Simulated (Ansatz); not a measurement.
**NbH: straining the crystal, biaxial strain in the a-b plane**

An exercise on one series of results from a longer session: the logs are not shown, and one member is left open.

Program: Ansatz 0.2.0. Level of theory: DFT PBEsol, scalar-relativistic, plane waves, PAW. These are calculated values, not measurements.

## The structure to begin with

The structure is tetragonal, space group I4/mmm (No. 139). Conventional cell: a = 3.214 Å, b = 3.214 Å, c = 3.969 Å, α = 90.00°, β = 90.00°, γ = 90.00°. Nb (site symmetry 4/mmm) is surrounded by 6 H at 1.98 to 2.27 Å. H (site symmetry 4/mmm) has 6 Nb at 1.98 to 2.27 Å as nearest neighbours.

Coordinates:

```
CELL_PARAMETERS angstrom
-1.60696 1.60696 1.98430
1.60696 -1.60696 1.98430
1.60696 1.60696 -1.98430
ATOMIC_POSITIONS crystal
Nb 0.00000 0.00000 0.00000
H 0.50000 0.50000 0.00000
```

The structure comes from the Materials Project (structure only).

The first run:

(A quick probe on a coarse mesh, which set the mesh and smearing, is not shown.)

input.yaml reads:

```yaml
crystal:
  lattice:
    - [-1.606964, 1.606964, 1.984301]
    - [1.606964, -1.606964, 1.984301]
    - [1.606964, 1.606964, -1.984301]
  atoms:
    - { symbol: Nb, position: [0.0, 0.0, 0.0] }
    - { symbol: H, position: [0.5, 0.5, 0.0] }
basis:
  ecutwfc: 420
kpoints:
  mp_grid: { grid: [18, 18, 18] }
hamiltonian:
  xc: pbesol
scf:
  occupations: { method: gaussian, width: 0.1 }
output:
  forces: true
  stress: true
  eigenvalues: true
relax:
  adjacent_minimum: "off"
  f_tol: 0.005
  max_steps: 80
  cell: { stress_tol: 0.05 }
```

Steps of the session up to this table: The relaxation; The unstrained reference; Strain -2.0 %; At +2.0 %; At -4.0 %; The cell strained by +4.0 %; At -6.0 %; The cell strained by +6.0 %.

One of the session's tables, all rows but one given; the rest of the session is left out.

Lengths are those of the vectors of the cell that was run; stresses in GPa:

```
strain (%)  ΔE (meV/atom)  a (Å)  b (Å)  c (Å)
      -6.0            7.6  2.987  2.987  4.425
      -4.0            7.7  3.051  3.051  4.188
      -2.0            1.8  3.114  3.114  4.026
      +0.0            0.0  3.178  3.178  3.903
      +2.0            5.1  3.241  3.241  3.828
      +4.0              ?      ?      ?      ?
      +6.0           61.8  3.368  3.368  3.753
```

Estimate the missing values for strain (%) = +4.0.

Worked estimate for «ΔE (meV/atom)». A straight line through the neighbours (2.0, 5.1) and (6.0, 61.8) gives 5.1 + (61.8 − 5.1) × (4.0 − 2.0) / (6.0 − 2.0) = 33.4; a parabola fitted to 3 rows on both sides gives 25.7.

**Answer.** ΔE (meV/atom): 25.6; a (Å): 3.305; b (Å): 3.305; c (Å): 3.787. In «ΔE (meV/atom)» the line misses by +7.8 and the parabola by +0.1.

ΔE is over the unstrained cell. Stress in GPa, positive in compression, on the Cartesian axes of the input. 
